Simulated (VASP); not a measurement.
# Ti2O (P-3m1) in VASP: a series of runs

The runs below take Ti2O through single point, with LDA+U.

All numbers are computed with VASP 6.6.1; they aren't measurements. Logs are shortened: lines on timing, memory, paths and dates and some standing lists are left out, and cuts for length are marked.

### Step 1. The crystal as given

The structure is trigonal, space group P-3m1 (No. 164). Conventional cell: a = 2.919 Å, b = 2.919 Å, c = 4.713 Å, α = 90.00°, β = 90.00°, γ = 120.00°. Around Ti (site symmetry 3m) lie 3 O at 2.14 Å. O (site symmetry -3m) has 6 Ti at 2.14 Å as nearest neighbours.

### Step 2. Single point, LDA+U

Input file INCAR:

```
SYSTEM = Ti2O
ALGO = Normal
EDIFF = 1E-7
ENCUT = 520
GGA = CA
ISIF = 2
ISMEAR = -1
LASPH = .True.
LCHARG = .True.
LDAU = .True.
LDAUJ = 0 0
LDAUL = 2 -1
LDAUPRINT = 1
LDAUTYPE = 2
LDAUU = 3 0
LELF = .True.
LMAXMIX = 4
LREAL = .False.
LVHAR = .True.
LWAVE = .False.
NELM = 60
PREC = Accurate
SIGMA = 0.05
```

Input file KPOINTS:

```
k-points
0
Gamma
  10 10 6
  0 0 0
```

Input file POSCAR:

```
Ti2O
1.0
    2.9194000000      0.0000000000      0.0000000000
   -1.4597000000      2.5282745638      0.0000000000
    0.0000000000      0.0000000000      4.7130000000
Ti O
2 1
Direct
    0.3333333333      0.6666666667      0.7212600000
    0.6666666667      0.3333333333      0.2787400000
    0.0000000000      0.0000000000      0.0000000000
```

Potentials or basis: VASP PAW LDA potentials, release 64 (Ti_sv, O).

Command:

```sh
> cat potpaw_LDA.64/Ti_sv/POTCAR potpaw_LDA.64/O/POTCAR > POTCAR
> mpirun -np 1 vasp_std > vasp.out
```

OUTCAR:

```text
SYSTEM = Ti2O
   EDIFF = 1E-7
   ENCUT = 520
   GGA = CA
   ISIF = 2
   ISMEAR = -1
   LASPH = .True.
   LREAL = .False.
   NELM = 60
   PREC = Accurate

 ion  position               nearest neighbor table
   1  0.333  0.667  0.721-   3 2.14   3 2.14   3 2.14   2 2.68   2 2.68   2 2.68
   2  0.667  0.333  0.279-   3 2.14   3 2.14   3 2.14   1 2.68   1 2.68   1 2.68
   3  0.000  0.000  0.000-   1 2.14   2 2.14   1 2.14   2 2.14   2 2.14   1 2.14

  LATTYP: Found a hexagonal cell.
 ALAT       =     2.9194000000
 C/A-ratio  =     1.6143728163

  Lattice vectors:

 A1 = (   2.9194000000,   0.0000000000,   0.0000000000)
 A2 = (  -1.4597000000,   2.5282745638,   0.0000000000)
 A3 = (   0.0000000000,   0.0000000000,   4.7130000000)

Analysis of symmetry for initial positions (statically):
=====================================================================
 Subroutine PRICEL returns:
 Original cell was already a primitive cell.

 Routine SETGRP: Setting up the symmetry group for a
 hexagonal supercell.

 Subroutine GETGRP returns: Found 12 space group operations
 (whereof 12 operations were pure point group operations)
 out of a pool of 24 trial point group operations.

The static configuration has the point symmetry D_3d.

Analysis of symmetry for dynamics (positions and initial velocities):
=====================================================================
 Subroutine PRICEL returns:
 Original cell was already a primitive cell.

 Routine SETGRP: Setting up the symmetry group for a
 hexagonal supercell.

 Subroutine GETGRP returns: Found 12 space group operations
 (whereof 12 operations were pure point group operations)
 out of a pool of 24 trial point group operations.

The dynamic configuration has the point symmetry D_3d.

 Subroutine INISYM returns: Found 12 space group operations
 (whereof 12 operations are pure point group operations),
 and found     1 'primitive' translations

----------------------------------------------------------------------------------------

                                     Primitive cell

  volume of cell :      34.7869

  direct lattice vectors                    reciprocal lattice vectors
     2.919400000  0.000000000  0.000000000     0.342536138  0.197763331  0.000000000
    -1.459700000  2.528274564  0.000000000     0.000000000  0.395526662  0.000000000
     0.000000000  0.000000000  4.713000000     0.000000000  0.000000000  0.212179079

  length of vectors
     2.919400000  2.919400000  4.713000000     0.395526662  0.395526662  0.212179079

  position of ions in fractional coordinates (direct lattice)
     0.333333333  0.666666667  0.721260000
     0.666666667  0.333333333  0.278740000
     0.000000000  0.000000000  0.000000000

  ion indices of the primitive-cell ions
   primitive index   ion index
                 1           1
                 2           2
                 3           3

----------------------------------------------------------------------------------------

 KPOINTS: k-points

Automatic generation of k-mesh.
 Grid dimensions read from file:
 generate k-points for:   10   10    6

 Generating k-lattice:

  Cartesian coordinates                     Fractional coordinates (reciprocal lattice)
     0.034253614  0.019776333  0.000000000     0.100000000  0.000000000  0.000000000
[... 84 lines left out ...]
 LDA+U is selected, type is set to LDAUTYPE =  2
   angular momentum for each species LDAUL =     2   -1
   U (eV)           for each species LDAUU =   3.0  0.0
   J (eV)           for each species LDAUJ =   0.0  0.0
   GGA     = CA    functional components
   LHFCALC =     F    Hartree Fock is set to
   AEXX    =    0.0000 exact exchange contribution
   IVDW    =     0    specifies the selected vdW correction
   LEPSILON=     F    determine dielectric tensor
   LRPA    =     F    only Hartree local field effects (RPA)
 non-spin polarized calculation
  energy-cutoff  :      520.00
  volume of cell :       34.79
 maximum number of plane-waves:       966
 NGX is ok and might be reduce to    24
   NGX = 11   NGY = 11   NGZ = 17

atom =   1  type =  1  l = 2

 onsite density matrix

spin component  1

  0.1981 -0.0000  0.0000  0.0175 -0.0000
 -0.0000  0.1647 -0.0000 -0.0000  0.0175
  0.0000 -0.0000  0.2252 -0.0000 -0.0000
  0.0175 -0.0000 -0.0000  0.1647  0.0000
 -0.0000  0.0175 -0.0000  0.0000  0.1981

spin component  2

  0.1981 -0.0000  0.0000  0.0175 -0.0000
 -0.0000  0.1647 -0.0000 -0.0000  0.0175
  0.0000 -0.0000  0.2252 -0.0000 -0.0000
  0.0175 -0.0000 -0.0000  0.1647  0.0000
 -0.0000  0.0175 -0.0000  0.0000  0.1981

 occupancies and eigenvectors

  o =  0.1573  v =  0.0000 -0.9195  0.0000  0.0000  0.3932  0.0000  0.0000  0.0000  0.0000  0.0000      0.0000  0.0000  0.0000  0.0000  0.0000  0.0000  0.0000  0.0000  0.0000  0.0000
  o =  0.1573  v =  0.0000  0.0000  0.0000  0.0000  0.0000  0.0000 -0.9195  0.0000  0.0000  0.3932      0.0000  0.0000  0.0000  0.0000  0.0000  0.0000  0.0000  0.0000  0.0000  0.0000
  o =  0.1573  v =  0.0000  0.0000  0.0000  0.0000  0.0000  0.3932  0.0000 -0.0000 -0.9195  0.0000      0.0000  0.0000  0.0000  0.0000  0.0000  0.0000  0.0000  0.0000  0.0000  0.0000
  o =  0.1573  v =  0.3932  0.0000 -0.0000 -0.9195  0.0000  0.0000  0.0000  0.0000  0.0000  0.0000      0.0000  0.0000  0.0000  0.0000  0.0000  0.0000  0.0000  0.0000  0.0000  0.0000
  o =  0.2056  v =  0.0000  0.3932  0.0000  0.0000  0.9195  0.0000  0.0000  0.0000  0.0000  0.0000      0.0000  0.0000  0.0000  0.0000  0.0000  0.0000  0.0000  0.0000  0.0000  0.0000
  o =  0.2056  v =  0.0000  0.0000  0.0000  0.0000  0.0000  0.0000  0.3932  0.0000  0.0000  0.9195      0.0000  0.0000  0.0000  0.0000  0.0000  0.0000  0.0000  0.0000  0.0000  0.0000
  o =  0.2056  v = -0.9195  0.0000 -0.0000 -0.3932  0.0000  0.0000  0.0000  0.0000  0.0000  0.0000      0.0000  0.0000  0.0000  0.0000  0.0000  0.0000  0.0000  0.0000  0.0000  0.0000
  o =  0.2056  v =  0.0000  0.0000  0.0000  0.0000  0.0000 -0.9195  0.0000 -0.0000 -0.3932  0.0000      0.0000  0.0000  0.0000  0.0000  0.0000  0.0000  0.0000  0.0000  0.0000  0.0000
  o =  0.2252  v =  0.0000  0.0000  0.0000  0.0000  0.0000  0.0000  0.0000 -1.0000  0.0000  0.0000      0.0000  0.0000  0.0000  0.0000  0.0000  0.0000  0.0000  0.0000  0.0000  0.0000
  o =  0.2252  v =  0.0000  0.0000 -1.0000  0.0000  0.0000  0.0000  0.0000  0.0000  0.0000  0.0000      0.0000  0.0000  0.0000  0.0000  0.0000  0.0000  0.0000  0.0000  0.0000  0.0000

atom =   2  type =  1  l = 2

 onsite density matrix

spin component  1

  0.1981 -0.0000  0.0000  0.0175 -0.0000
 -0.0000  0.1647 -0.0000 -0.0000  0.0175
  0.0000 -0.0000  0.2252 -0.0000 -0.0000
  0.0175 -0.0000 -0.0000  0.1647  0.0000
 -0.0000  0.0175 -0.0000  0.0000  0.1981

spin component  2

  0.1981 -0.0000  0.0000  0.0175 -0.0000
 -0.0000  0.1647 -0.0000 -0.0000  0.0175
  0.0000 -0.0000  0.2252 -0.0000 -0.0000
  0.0175 -0.0000 -0.0000  0.1647  0.0000
 -0.0000  0.0175 -0.0000  0.0000  0.1981

 occupancies and eigenvectors

  o =  0.1573  v =  0.0000  0.9195 -0.0000 -0.0000 -0.3932  0.0000  0.0000  0.0000  0.0000  0.0000      0.0000  0.0000  0.0000  0.0000  0.0000  0.0000  0.0000  0.0000  0.0000  0.0000
  o =  0.1573  v =  0.0000  0.0000  0.0000  0.0000  0.0000  0.0000  0.9195 -0.0000 -0.0000 -0.3932      0.0000  0.0000  0.0000  0.0000  0.0000  0.0000  0.0000  0.0000  0.0000  0.0000
  o =  0.1573  v =  0.0000  0.0000  0.0000  0.0000  0.0000  0.3932  0.0000 -0.0000 -0.9195  0.0000      0.0000  0.0000  0.0000  0.0000  0.0000  0.0000  0.0000  0.0000  0.0000  0.0000
  o =  0.1573  v =  0.3932  0.0000 -0.0000 -0.9195  0.0000  0.0000  0.0000  0.0000  0.0000  0.0000      0.0000  0.0000  0.0000  0.0000  0.0000  0.0000  0.0000  0.0000  0.0000  0.0000
  o =  0.2056  v =  0.0000  0.3932  0.0000  0.0000  0.9195  0.0000  0.0000  0.0000  0.0000  0.0000      0.0000  0.0000  0.0000  0.0000  0.0000  0.0000  0.0000  0.0000  0.0000  0.0000
  o =  0.2056  v =  0.0000  0.0000  0.0000  0.0000  0.0000  0.0000  0.3932  0.0000  0.0000  0.9195      0.0000  0.0000  0.0000  0.0000  0.0000  0.0000  0.0000  0.0000  0.0000  0.0000
  o =  0.2056  v = -0.9195  0.0000 -0.0000 -0.3932  0.0000  0.0000  0.0000  0.0000  0.0000  0.0000      0.0000  0.0000  0.0000  0.0000  0.0000  0.0000  0.0000  0.0000  0.0000  0.0000
  o =  0.2056  v =  0.0000  0.0000  0.0000  0.0000  0.0000 -0.9195  0.0000 -0.0000 -0.3932  0.0000      0.0000  0.0000  0.0000  0.0000  0.0000  0.0000  0.0000  0.0000  0.0000  0.0000
  o =  0.2252  v =  0.0000  0.0000  0.0000  0.0000  0.0000  0.0000 -0.0000  1.0000 -0.0000 -0.0000      0.0000  0.0000  0.0000  0.0000  0.0000  0.0000  0.0000  0.0000  0.0000  0.0000
  o =  0.2252  v =  0.0000 -0.0000  1.0000 -0.0000 -0.0000  0.0000  0.0000  0.0000  0.0000  0.0000      0.0000  0.0000  0.0000  0.0000  0.0000  0.0000  0.0000  0.0000  0.0000  0.0000

 number of electron      29.9999990 magnetization

 Free energy of the ion-electron system (eV)
  ---------------------------------------------------
  ext. energy  EPLUGINS =         0.00000000
  ---------------------------------------------------
  free energy    TOTEN  =       -23.95869058 eV

  energy without entropy =      -23.95161113  energy(sigma->0) =      -23.95515085

 E-fermi :  10.6608     XC(G=0): -12.9129

 val. band max:       10.6422006378   @ k =   0.0000   0.1000   0.3333
 cond. band min:      10.6689151995   @ k =   0.3000   0.1000   0.3333
 fundamental gap:      0.0267145617
 Fermi energy:        10.6608367085

 k-point     1 :       0.0000    0.0000    0.0000
  band No.  band energies     occupation
      1     -46.6482      2.00000
      2     -46.4609      2.00000
      3     -23.7372      2.00000
      4     -22.9555      2.00000
      5     -22.9555      2.00000
      6     -22.8448      2.00000
[... 505 lines left out ...]
      6     -23.1214      2.00000
[... 11 lines left out ...]
     18      13.6481      0.00000
     19      13.6501      0.00000

 [... further k-points ...]
[... 5 lines left out ...]
  --------------------------------------------------------------------------------------
  -------------------------------------------------------------------------------------
  Total        1.0517028      1.0517028      2.4022246      0.0000000      0.0000000      0.0000000
  in kB       48.4382398     48.4382398    110.6391696      0.0000000      0.0000000      0.0000000
  external PRESSURE =      69.1718831 kB  Pullay stress =       0.0000000 kB

 VOLUME and BASIS-vectors are now :
 -----------------------------------------------------------------------------
  energy-cutoff  :      520.00
  volume of cell :       34.79
      direct lattice vectors                 reciprocal lattice vectors
     2.919400000  0.000000000  0.000000000     0.342536138  0.197763331  0.000000000
    -1.459700000  2.528274564  0.000000000     0.000000000  0.395526662  0.000000000
     0.000000000  0.000000000  4.713000000     0.000000000  0.000000000  0.212179079

 POSITION                                       TOTAL-FORCE (eV/Angst)
 -----------------------------------------------------------------------------------
     -0.00000      1.68552      3.39930        -0.000000     -0.000000      1.394718
      1.45970      0.84276      1.31370         0.000000      0.000000     -1.394718
      0.00000      0.00000      0.00000         0.000000      0.000000      0.000000
 -----------------------------------------------------------------------------------
    total drift:                               -0.000000      0.000000      0.000000

  FREE ENERGIE OF THE ION-ELECTRON SYSTEM (eV)
  ---------------------------------------------------
  free  energy   TOTEN  =       -23.9586905767 eV

  energy  without entropy=      -23.9516111317  energy(sigma->0) =      -23.95515085
```

Wall time 52 s (1 thread of Intel Xeon Platinum 8375C at 2.90GHz (Ice Lake), shared host); peak memory 0.16 GiB.

What came out:

```
Free energy            : -23.9587 eV
Pressure               : 6.9 GPa
Largest force          : 1.395 eV/Å
Band gap on the k mesh : none (metal or under the smearing width)
```

Forces in eV/Å, atoms in the order of the input:
```
Ti   0.000  0.000  1.395
Ti   0.000  0.000 -1.395
O    0.000  0.000  0.000
```

Stress tensor (GPa, compression positive):
```
 4.84  0.00  0.00
 0.00  4.84  0.00
 0.00  0.00 11.06
```

Levels at points of the mesh, in eV from the Fermi level:
| k point | band 13 | band 14 | band 15 | band 16 | band 17 | band 18 |
| --- | --- | --- | --- | --- | --- | --- |
| (0.00, 0.00, 0.00) | -4.10 | -0.53 | 0.29 | 0.47 | 0.47 | 1.02 |
| (0.50, 0.00, 0.00) | -2.86 | -1.49 | -0.65 | 1.30 | 1.75 | 2.95 |
| (0.00, 0.00, 0.50) | -2.14 | -1.94 | 0.15 | 0.15 | 1.38 | 1.97 |
| (0.50, 0.00, 0.50) | -1.75 | -1.49 | -0.70 | -0.46 | 0.92 | 3.07 |

Eigenvalues of the final occupation matrices:
```csv
site,spin,trace,eigenvalues
site 1 d,1,0.95,0.16 0.16 0.21 0.21 0.23
site 1 d,2,0.95,0.16 0.16 0.21 0.21 0.23
site 2 d,1,0.95,0.16 0.16 0.21 0.21 0.23
site 2 d,2,0.95,0.16 0.16 0.21 0.21 0.23
```

Caveat: U without spin polarisation on a metal has little footing; forces of over 1 eV/Å show positions far from the minimum, so gaps and moduli don't describe the material at rest.

### Step 3. Single point, LDA+U

Edit INCAR of step 2 so:

```diff
@@ -14,3 +14,3 @@
 LDAUTYPE = 2
-LDAUU = 3 0
+LDAUU = 4 0
 LELF = .True.
```

KPOINTS is that of step 2.

POSCAR is that of step 2.

Potentials or basis: VASP PAW LDA potentials, release 64 (Ti_sv, O).

Command:

```sh
> cat potpaw_LDA.64/Ti_sv/POTCAR potpaw_LDA.64/O/POTCAR > POTCAR
> mpirun -np 1 vasp_std > vasp.out
```

Wall time 51 s (1 thread of Intel Xeon Platinum 8375C at 2.90GHz (Ice Lake), shared host); peak memory 0.16 GiB.

The run converged. Its results:

```yaml
Free_energy: -22.4365 eV
Pressure: 9.7 GPa
Largest_force: 1.390 eV/Å
Band_gap_on_the_k_mesh: none (metal or under the smearing width)
```

Forces in eV/Å, atoms in the order of the input:
```
Ti   0.000  0.000  1.390
Ti   0.000  0.000 -1.390
O    0.000  0.000  0.000
```

Stress tensor (GPa, compression positive):
```
 7.44  0.00  0.00
 0.00  7.44  0.00
 0.00  0.00 14.37
```

Levels at points of the mesh, in eV from the Fermi level:
```csv
k point,band 13,band 14,band 15,band 16,band 17,band 18
"(0.00, 0.00, 0.00)",-4.28,-0.59,0.26,0.49,0.49,1.04
"(0.50, 0.00, 0.00)",-2.88,-1.55,-0.74,1.31,1.77,2.92
"(0.00, 0.00, 0.50)",-2.19,-2.10,0.17,0.17,1.35,1.96
"(0.50, 0.00, 0.50)",-1.82,-1.54,-0.73,-0.49,0.96,3.10
```

Eigenvalues of the final occupation matrices:
```csv
site,spin,trace,eigenvalues
site 1 d,1,0.93,0.15 0.15 0.20 0.20 0.22
site 1 d,2,0.93,0.15 0.15 0.20 0.20 0.22
site 2 d,1,0.93,0.15 0.15 0.20 0.20 0.22
site 2 d,2,0.93,0.15 0.15 0.20 0.20 0.22
```

Caveat: U without spin polarisation on a metal has little footing; forces of over 1 eV/Å show positions far from the minimum, so gaps and moduli don't describe the material at rest.

### Step 4. Single point, LDA+U

Edit INCAR of step 3 so:

```diff
@@ -14,3 +14,3 @@
 LDAUTYPE = 2
-LDAUU = 4 0
+LDAUU = 5 0
 LELF = .True.
```

KPOINTS is that of step 3.

POSCAR is that of step 3.

Command:

```sh
> cat potpaw_LDA.64/Ti_sv/POTCAR potpaw_LDA.64/O/POTCAR > POTCAR
> mpirun -np 1 vasp_std > vasp.out
```

It took 60 s on 1 thread of Intel Xeon Platinum 8375C at 2.90GHz (Ice Lake), shared host; peak memory 0.16 GiB.

The run converged. Its results:

- Free energy: -20.9352 eV
- Pressure: 12.6 GPa
- Largest force: 1.385 eV/Å
- Band gap on the k mesh: none (metal or under the smearing width)

Forces on the atoms (eV/Å):
```
Ti   0.000  0.000  1.385
Ti   0.000  0.000 -1.385
O    0.000  0.000  0.000
```

Stress tensor (GPa, compression positive):
```
10.07  0.00  0.00
 0.00 10.07  0.00
 0.00  0.00 17.73
```

Levels at points of the mesh, in eV from the Fermi level:
```tsv
k point	band 13	band 14	band 15	band 16	band 17	band 18
(0.00, 0.00, 0.00)	-4.46	-0.65	0.22	0.50	0.50	1.07
(0.50, 0.00, 0.00)	-2.90	-1.62	-0.83	1.32	1.79	2.90
(0.00, 0.00, 0.50)	-2.27	-2.26	0.19	0.19	1.32	1.96
(0.50, 0.00, 0.50)	-1.90	-1.59	-0.77	-0.51	1.01	3.14
```

Eigenvalues of the final occupation matrices:
```tsv
site	spin	trace	eigenvalues
site 1 d	1	0.92	0.15 0.15 0.20 0.20 0.22
site 1 d	2	0.92	0.15 0.15 0.20 0.20 0.22
site 2 d	1	0.92	0.15 0.15 0.20 0.20 0.22
site 2 d	2	0.92	0.15 0.15 0.20 0.20 0.22
```

Caveat: U without spin polarisation on a metal has little footing; forces of over 1 eV/Å show positions far from the minimum, so gaps and moduli don't describe the material at rest.

(Part 1 of 2 ends here.)
